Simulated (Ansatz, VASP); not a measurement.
## One calculation of Ag, two programs

Contents of INCAR:

```
SYSTEM = Ag
PREC = Accurate
ENCUT = 520
EDIFF = 1E-6
ISMEAR = 0
SIGMA = 0.1
LREAL = .FALSE.
LASPH = .TRUE.
NELM = 100
ALGO = Normal
ISIF = 2
LWAVE = .FALSE.
LCHARG = .FALSE.
GGA = PE
NBANDS = 24
```

KPOINTS

```
regular mesh
0
G
  6 6 6
  0 0 0
```

Contents of POSCAR:

```
Ag
1.0
    0.0000000000      3.1383736300      3.1383736300
    3.1383736300      0.0000000000      3.1383736300
    3.1383736300      3.1383736300      0.0000000000
Ag
3
Direct
    0.2500000000      0.2500000000      0.2500000000
    0.7500000000      0.7500000000      0.7500000000
    0.0000000000      0.0000000000      0.0000000000
```

Input for Ansatz:

```yaml
crystal:
  lattice:
    - [0.0, 3.13837363, 3.13837363]
    - [3.13837363, 0.0, 3.13837363]
    - [3.13837363, 3.13837363, 0.0]
  atoms:
    - { symbol: Ag, position: [0.25, 0.25, 0.25] }
    - { symbol: Ag, position: [0.75, 0.75, 0.75] }
    - { symbol: Ag, position: [0.0, 0.0, 0.0] }
basis:
  ecutwfc: 420
kpoints:
  mp_grid: { grid: [6, 6, 6] }
hamiltonian:
  xc: pbe
scf:
  occupations: { method: gaussian, width: 0.1 }
  lower_state_search: "off"
output:
  forces: true
  stress: true
  eigenvalues: true
```

Alike in both runs: task single point; functional PBE; k mesh 6 × 6 × 6; occupations gaussian, width 0.1 eV; no spin polarisation.

```csv
,VASP,Ansatz
version,VASP 6.6.1,Ansatz 0.2.0
potentials or method,"VASP PAW PBE potentials, release 64 (Ag)","scalar-relativistic, plane waves, PAW"
plane-wave cutoff (eV),520,420
valence electrons in the cell,33,57
```

```csv
,VASP,Ansatz,Ansatz less VASP
gap on the k mesh at the Fermi level (eV),none,none,-
pressure (GPa),3.6,3.8,+0.13
```

A gap of «none» marks a metal or a gap that the smearing closes. The two sets of potentials don't hold the same shells in valence.
